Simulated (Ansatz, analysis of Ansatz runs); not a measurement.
# Does V_C go to the (001) surface of MgAl2C2?

How does the energy of V_C change with depth under the (001) face of MgAl2C2? Model: a cell of 90 host atoms with 1 C taken out, a symmetric slab with vacuum.

Main program and level: Ansatz 0.2.0; plane-wave PAW DFT, PBEsol; a slab with vacuum, neutral defects.

Most raw output is cut from this account.

### 1. Set-up

The cell holds 89 atoms: 18 Mg, 36 Al and 35 C. Cell: a = 10.172 Å, b = 10.172 Å, c = 23.000 Å, α = 90.0°, β = 90.0°, γ = 120.0°. It derives from MgAl2C2 (space group P-3m1), repeated 3×3×1. Vacuum lies along c. Nearest the centre at fractional (0.555, 0.445, 0.694): Al74 at 2.00 Å, Al35 at 2.00 Å, Al45 at 2.00 Å, Mg42 at 2.52 Å, Mg81 at 2.52 Å, Mg71 at 2.52 Å, C9 at 3.39 Å, C58 at 3.39 Å.

The cell's shortest repeat is 10.2 Å.

### 2. The clean slab

The slab is cut stoichiometric, symmetric and without a dipole, at the in-plane lattice of the database's bulk structure, and all its atoms relax. Miller indices refer to pymatgen's conventional standard cell, whose axes can be ordered otherwise than in the space-group symbol.

The input, slab/input.yaml:

```yaml
crystal:
  lattice:
    - [3.390646, 0.0, 0.0]
    - [-1.695323, 2.936386, 0.0]
    - [0.0, 0.0, 23.0]
  atoms:
    - { symbol: Mg, position: [0.0, 0.0, 0.3733975] }
    - { symbol: Mg, position: [0.0, 0.0, 0.6266025] }
    - { symbol: Al, position: [0.3333333, 0.6666667, 0.4620215] }
    - { symbol: Al, position: [0.6666667, 0.3333333, 0.2847734] }
    - { symbol: Al, position: [0.3333333, 0.6666667, 0.7152266] }
    - { symbol: Al, position: [0.6666667, 0.3333333, 0.5379785] }
    - { symbol: C, position: [0.6666667, 0.3333333, 0.4417831] }
    - { symbol: C, position: [0.3333333, 0.6666667, 0.3050119] }
    - { symbol: C, position: [0.6666667, 0.3333333, 0.6949881] }
    - { symbol: C, position: [0.3333333, 0.6666667, 0.5582169] }
basis:
  ecutwfc: 420
  xc_grid: 2
hamiltonian:
  xc: pbesol
kpoints:
  mp_grid: { grid: [3, 3, 1] }
scf:
  occupations: { method: fermi_dirac, width: 0.01 }
  max_iter: 80
relax:
  f_tol: 0.01
  max_steps: 100
  random_displacement: { amplitude: 0.03, seed: 2037 }
output:
  forces: true
  eigenvalues: true
```

Launch:

```bash
$ ansatz run input.yaml --threads 4 --pin off --max-ram 18841MiB --backend cpu --events-out ev --progress --plain --runs-dir out
```

Wall time 4.9 s (4 threads of Arm Neoverse V2, shared host); peak memory 0.48 GiB.

Relaxation path:

```tsv
step	energy less that of the first step (eV)	largest force component (eV/Å)
1	0.0000	0.6771
2	-0.0889	0.2872
3	-0.1069	0.0909
4	-0.1085	0.0095
5	-0.1085	0.0092
```

The atoms that moved most (Å, from the sites as typed, ahead of the random displacement, the mean shift of all atoms taken out):

```tsv
atom	dx	dy	dz	length
Al5	-0.001	0.000	-0.095	0.095
Al4	0.001	0.000	0.095	0.095
Mg2	-0.001	-0.001	-0.043	0.043
Mg1	0.000	0.001	0.043	0.043
C7	0.000	0.000	0.038	0.038
C10	0.000	0.000	-0.038	0.038
C8	0.001	0.000	0.034	0.034
C9	-0.001	0.000	-0.034	0.034
```

With the common shift taken out, atoms move by up to 0.09 Å from the bulk-cut sites, and by up to 0.09 Å along the normal.

On a dense mesh the slab's energy differs by 84 meV an atom, so the supercells take one more k-point along each vector.

### 3. Does the supercell reconstruct?

The clean supercell is relaxed from displaced atoms, since a reconstruction that only the larger cell allows would otherwise be counted to the defect.

The input, pristine.relax/input.yaml:

```yaml
crystal:
  lattice:
    - [10.171938, 0.0, 0.0]
    - [-5.085969, 8.809158, 0.0]
    - [0.0, 0.0, 23.0]
  atoms:
    - { symbol: Mg, position: [-0.00052708, 0.00027615, 0.37505351] }
    - { symbol: Mg, position: [-0.00069449, 0.00012707, 0.62447769] }
    - { symbol: Al, position: [0.11052759, 0.22243741, 0.4624933] }
    - { symbol: Al, position: [0.22176505, 0.11135924, 0.2886534] }
[... 80 atom lines left out ...]
    - { symbol: Al, position: [0.77710522, 0.8890451, 0.71087731] }
    - { symbol: Al, position: [0.8882813, 0.77796966, 0.53703715] }
    - { symbol: C, position: [0.88831154, 0.77799421, 0.44320948] }
    - { symbol: C, position: [0.77732545, 0.88913678, 0.30625567] }
    - { symbol: C, position: [0.8882201, 0.77794249, 0.69327589] }
    - { symbol: C, position: [0.77717154, 0.88908295, 0.55632489] }
basis:
  ecutwfc: 420
  xc_grid: 2
hamiltonian:
  xc: pbesol
kpoints:
  mp_grid: { grid: [2, 2, 1] }
scf:
  occupations: { method: fermi_dirac, width: 0.01 }
  max_iter: 80
output:
  forces: true
relax:
  f_tol: 0.015
  max_steps: 80
  random_displacement: { amplitude: 0.05, seed: 2046 }
```

Wall time 2.6 min (4 threads); peak memory 10 GiB; 10 min of CPU time.

Atoms end at most 0.03 Å from the small cell's positions, so the small cell's structure is at least a local minimum.

### 4. The defect, layer by layer

Each layer's defect is relaxed from random displacements, at more than one total moment, because the electrons or holes left behind may pair or not. Layer 1 is shown in full.

The input, layer1_M0.relax/input.yaml:

```yaml
crystal:
  lattice:
    - [10.171938, 0.0, 0.0]
    - [-5.085969, 8.809158, 0.0]
    - [0.0, 0.0, 23.0]
  atoms:
    - { symbol: Mg, position: [-0.00055892, 0.00017821, 0.37432466] }
    - { symbol: Mg, position: [-0.00060552, 0.00026555, 0.62520334] }
    - { symbol: Al, position: [0.11054141, 0.22242432, 0.46206416] }
    - { symbol: Al, position: [0.22166294, 0.11127187, 0.28760049] }
    - { symbol: Al, position: [0.11050437, 0.22246157, 0.71193999] }
    - { symbol: Al, position: [0.22163602, 0.11131353, 0.53747076] }
    - { symbol: C, position: [0.2216403, 0.11130567, 0.4421149] }
    - { symbol: C, position: [0.11055376, 0.22238927, 0.30553895] }
[... 77 atom lines left out ...]
    - { symbol: C, position: [0.88829238, 0.77798576, 0.44211604] }
    - { symbol: C, position: [0.77721981, 0.88905716, 0.30554832] }
    - { symbol: C, position: [0.88827583, 0.77799613, 0.69398377] }
    - { symbol: C, position: [0.77719878, 0.88913424, 0.55741282] }
basis:
  ecutwfc: 420
  xc_grid: 2
hamiltonian:
  xc: pbesol
kpoints:
  mp_grid: { grid: [2, 2, 1] }
scf:
  occupations: { method: fermi_dirac, width: 0.01 }
  max_iter: 80
output:
  forces: true
relax:
  f_tol: 0.03
  max_steps: 90
  random_displacement: { amplitude: 0.05, seed: 2038 }
```

It took 7.9 min on 4 threads; peak memory 10 GiB; 31 min of CPU time.

Step by step:

```tsv
step	energy less that of the first step (eV)	largest force component (eV/Å)
1	0.0000	1.4141
2	-1.3095	0.8313
3	-1.7153	0.0983
4	-1.6881	0.3869
5	-1.7354	0.1016
6	-1.7414	0.0564
7	-1.7430	0.0274
8	-1.7430	0.0274
9	-1.7436	0.0168
10	-1.7439	0.0169
11	-1.7449	0.0212
12	-1.7446	0.0622
13	-1.7467	0.0298
```

Relaxation steps 4, 12 were tried and not accepted.

The atoms that moved most (Å, from the sites as typed, ahead of the random displacement, the mean shift of all atoms taken out):

```tsv
atom	dx	dy	dz	length
Al45	-0.036	-0.034	0.329	0.333
Al35	-0.025	0.049	0.184	0.192
Mg51	0.102	-0.054	0.063	0.131
Mg32	0.004	0.077	0.034	0.084
Mg42	-0.065	-0.022	-0.030	0.075
Mg71	0.034	-0.043	-0.039	0.067
C58	0.010	-0.044	0.047	0.065
Mg81	-0.025	0.044	-0.030	0.058
```

The atoms nearest to the centre after the run:

```tsv
atom	distance (Å)
Al74	1.951
Al35	2.000
Al45	2.106
Mg81	2.571
Mg71	2.583
Mg42	2.589
C58	3.347
C39	3.359
C9	3.367
C88	3.368
C19	3.375
C78	3.392
```

All relaxations:

```tsv
layer	depth (Å)	moment (μB)	outcome	structures computed	largest displacement from the input (Å)	time
1	0.41	0	converged	13	0.33	7.9 min
1	0.41	2	converged	8	0.19	12 min
2	3.55	0	converged	11	0.15	8.7 min
2	3.55	2	converged	9	0.14	14 min
```

The relaxation ends 20 meV an atom lower than the displaced start, with a largest force component of 0.030 eV/Å.

### 5. Energies and states

Single points on the relaxed structures give the energies, all at one sampling, and show where the defect's states lie.

The input, layer1_M0.point.pbesol/input.yaml:

```yaml
crystal:
  lattice:
    - [10.171938, 0.0, 0.0]
    - [-5.085969, 8.809158, 0.0]
    - [0.0, 0.0, 23.0]
  atoms:
    - { symbol: Mg, position: [-6.402e-05, -3.552e-05, 0.37390286] }
    - { symbol: Mg, position: [-0.00268329, 0.00018611, 0.62425555] }
[... 32 atom lines left out ...]
    - { symbol: Al, position: [0.44419627, 0.22791586, 0.71984356] }
[... 6 atom lines left out ...]
    - { symbol: Mg, position: [0.32510853, 0.33092132, 0.62380668] }
[... 2 atom lines left out ...]
    - { symbol: Al, position: [0.43841275, 0.5518917, 0.72612124] }
[... 25 atom lines left out ...]
    - { symbol: Mg, position: [0.6669496, 0.32858029, 0.62339904] }
[... 2 atom lines left out ...]
    - { symbol: Al, position: [0.7718477, 0.55111914, 0.71120116] }
[... 6 atom lines left out ...]
    - { symbol: Mg, position: [0.66614078, 0.67175681, 0.62379579] }
[... 7 atom lines left out ...]
    - { symbol: C, position: [0.77717036, 0.88906201, 0.55697773] }
basis:
  ecutwfc: 420
  xc_grid: 2
hamiltonian:
  xc: pbesol
kpoints:
  mp_grid: { grid: [2, 2, 1] }
scf:
  occupations: { method: fermi_dirac, width: 0.01 }
  max_iter: 100
output:
  forces: true
  eigenvalues: true
  eigenstates: { localisation: true }
  populations: true
  write_density: true
  write_potential: true
  volumetric_format: npy
checkpoint:
  write: "../layer1_M0.point.pbesol.run"
  compress: false
  write_wavefunctions: false
  write_every: 100000
```

Wall time 1.7 min (4 threads); peak memory 10 GiB.

States next to the filling edge at the first k-point, on the run's own zero (eigenstates.tsv). The participation number counts the atoms that a state is spread over, of 89; bands count from 0.

```tsv
spin	band	energy (eV)	occupation	participation	largest share on	share
both	208	1.682	2.00	15.0	C68	0.12
both	209	1.906	2.00	41.5	C59	0.04
both	210	1.907	2.00	41.4	C30	0.04
both	211	2.086	2.00	21.4	C67	0.07
both	212	2.086	2.00	21.5	C67	0.07
both	213	3.123	2.00	12.2	Al45	0.19
both	214	3.968	0.00	39.9	Al45	0.08
both	215	4.066	0.00	12.5	Al45	0.21
both	216	4.183	0.00	9.6	Al74	0.25
both	217	4.338	0.00	43.3	Al25	0.06
both	218	4.375	0.00	49.9	Al5	0.07
```

Under PBEsol, periodic cell with vacuum at the first k-point of a 2×2×1 Γ-centred mesh, the highest filled state is spread over 12 of 89 atoms, and the lowest empty one, 0.84 eV above it, is spread over 40 of 89 atoms.

Valence electrons by atom (Löwdin), nearest atoms first, with the excess over far atoms of the same element, which can also hold differences between inequivalent host sites (the log counts sites from 0):

```tsv
atom	distance from the centre (Å)	electrons	excess
Al74	1.95	2.763	0.376
Al35	2.00	2.745	0.358
Al45	2.11	2.753	0.365
Mg81	2.57	8.441	0.044
Mg71	2.58	8.445	0.047
Mg42	2.59	8.435	0.038
C58	3.35	5.270	-0.023
C39	3.36	5.260	-0.033
```

Valence density in the ca plane at fractional y = 0.445, through the centre, with atoms of Al and C within 0.45 Å of it. It is the smooth field of the valence electrons, not physical close to the nuclei.

Ten steps, logarithmic in the rise over the least value, from '0' (0.0 e/Å³) to '9' (1.7 e/Å³), each cell a mean:
```
65544467887655566554445788754210000000000000
55444578998765445544456899864310000000000000
44444579999764334443457999864310000000000000
55444568998765445544456899864310000000000000
66544457777655566554445777754210000000000000
66544445665555666654445566554211000000000000
76554445555445667654444555543211000000000000
66544445665555666654444555443221000000000000
65544457887655566544444455443221000000000000
55444568998765445544444444443321100000000000
44444579999764334444334444443321100000000000
55444568998765445544333344444322100000000000
66544457777655566554333344444432100000000000
66544445665555666654433444454432100000000000
76554445555445667654444455554432100000000000
66544445666555666654444566654332100000000000
65544457887655566554446788764321000000000000
55444568998765445544457899864321000000000000
44444579999764334444457999864311000000000000
55444568998765445544456899864310000000000000
66544457777655566554445777754210000000000000
66544445665555666654444566543210000000000000
76554445555445667654444555543210000000000000
66544445665555666654444566553210000000000000
```
Columns run along c (16.0 Å, from fractional 0.30 to 1.00 of the cell), rows up along a (10.2 Å). Atoms in or near the plane, at fractional coordinates: Al at (0.54, 0.22), C at (0.44, 0.22), C at (0.69, 0.22), Al at (0.54, 0.56), C at (0.44, 0.56), Al at (0.54, 0.89), C at (0.44, 0.89), C at (0.69, 0.89).

Electrostatic potential energy in the ca plane at fractional y = 0.445, through the centre, with atoms of Al and C within 0.45 Å of it. With pseudopotentials it is smooth inside the atoms' cores, unlike the true potential.

Ten even steps from '0' (-25 eV) to '9' (7 eV), each cell a mean:
```
57888888667875446888888866899999999999999999
35889984004753443688998400499999999999999999
44789981002743663589998100289999999999999999
35889984115863443688998411599999999999999999
67888888777876556888888877889999999999999999
88877788876788888887778876678999999999999999
88876778766788888887778875568999999999999999
88877788877788888888788876678999999999999999
57888888767876445788899988889999999999999999
35889984004863443589999999999999999999999999
44789981002753663479999999999999999999999999
35889984115863443689999999999999999999999999
67888888777876556888889998889999999999999999
88877788876788888888778887668999999999999999
88876778766788988887778887557899999999999999
88877788877788888887778887777899999999999999
57888888767875446888888866789999999999999999
35889984004753443688998300489999999999999999
44789981002753663589997100289999999999999999
35889985115763443688998411599999999999999999
67888888777876556888888877889999999999999999
88877788877788888887778877778999999999999999
88876778766788888887677876678999999999999999
88877788877788888887778887788999999999999999
```
Columns run along c (16.0 Å, from fractional 0.30 to 1.00 of the cell; values clipped at the 3rd and 97th percentile), rows up along a (10.2 Å). Atoms in or near the plane, at fractional coordinates: Al at (0.54, 0.22), C at (0.44, 0.22), C at (0.69, 0.22), Al at (0.54, 0.56), C at (0.44, 0.56), Al at (0.54, 0.89), C at (0.44, 0.89), C at (0.69, 0.89).

Against the clean slab and C (diamond):

```tsv
layer	depth (Å)	total moment (μB)	formation energy (eV)	against the deepest layer (eV)
1	0.41	0	2.31	-0.70
1	0.41	2	2.43	-0.58
2	3.55	0	3.01	0.00
2	3.55	2	3.07	0.06
```

### 6. Outcome

| Property | Result |
| --- | --- |
| highest less deepest of the layers obtained (PBEsol) | -0.70 eV |
| layer of the lowest energy (PBEsol) | 1 |

Under PBEsol V_C is 0.70 eV lower in layer 1 than in layer 2, 3.5 Å down, so it segregates to the surface. At 600 K the Boltzmann factor between the best layer and the deepest is about 10^6 a site, entropy of vibration left out. The clean slab's gap at this sampling is 1.82 eV. Limits: neutral states alone; one site a layer, which need not be the same crystallographic site in every layer, at most four layers; one defect on one side of the slab, 10.2 Å from its images and with no dipole correction; the deepest layer of so thin a slab is not yet bulk, and the thickness was not varied; the in-plane lattice is the database's, not relaxed here; no adsorbates, no temperature.

[Logs are printed without paths, hosts, clocks, repeated set-up lines and the standing remarks that a program may print on its own settings, such as how far it seeks lower states.]

[Hosts, paths, dates, database ids (printed as entryN), source tags and the programs' standing remarks are cut or masked in the printed files.]

[Maps of the electrostatic potential energy from Ansatz leave out the sawtooth potential of an applied field or a dipole correction, so their vacuum need not be flat.]
